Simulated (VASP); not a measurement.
Crystal: Pr.

```
Pr
1.0
     0.00000    2.58050    2.58050
     2.58050    0.00000    2.58050
     2.58050    2.58050    0.00000
Pr
1
Direct
  0.00000 0.00000 0.00000
```

This isn't the form of Pr at room conditions, which is double hcp.

Base run:

| Item | Value |
| --- | --- |
| Program | VASP 6.6.1 |
| Functional | PBE |
| Potentials or basis | VASP PAW PBE potentials, release 64 (Pr_3), 4f in core |
| Cutoff | 600 eV |
| k mesh | 9 × 9 × 9 |
| Occupations | gaussian, width 0.02 eV |
| Spin | collinear spin, ferromagnetic start |
| Starting moments | [2.0] μB |

Its results: band gap on the k mesh none (metal or under the smearing width); pressure 2.2 GPa; net moment 0.00 μB per cell.

Question: The run is repeated on the same cell with these changes: potentials or basis from VASP PAW PBE potentials, release 64 (Pr_3), 4f in core to VASP PAW PBE potentials, release 64 (Pr); cutoff from 600 eV to 520 eV; further incar settings from ALGO = Fast; EDIFF = 1e-06; NBANDS = 16 to ALGO = Normal; EDIFF = 1e-06; valence electrons from 11 to 13. What comes out?

Answer: Band gap on the k mesh none (metal or under the smearing width); pressure -0.7 GPa; net moment 2.68 μB per cell; site moments Pr +2.19 μB.

Caveats: the magnetic or orbital state may not be the lowest; spin-orbit coupling is left out, which moves the levels of the heavy elements; the 4f electrons are frozen in the core as for a trivalent ion, so they carry no moment and show no levels (some runs).
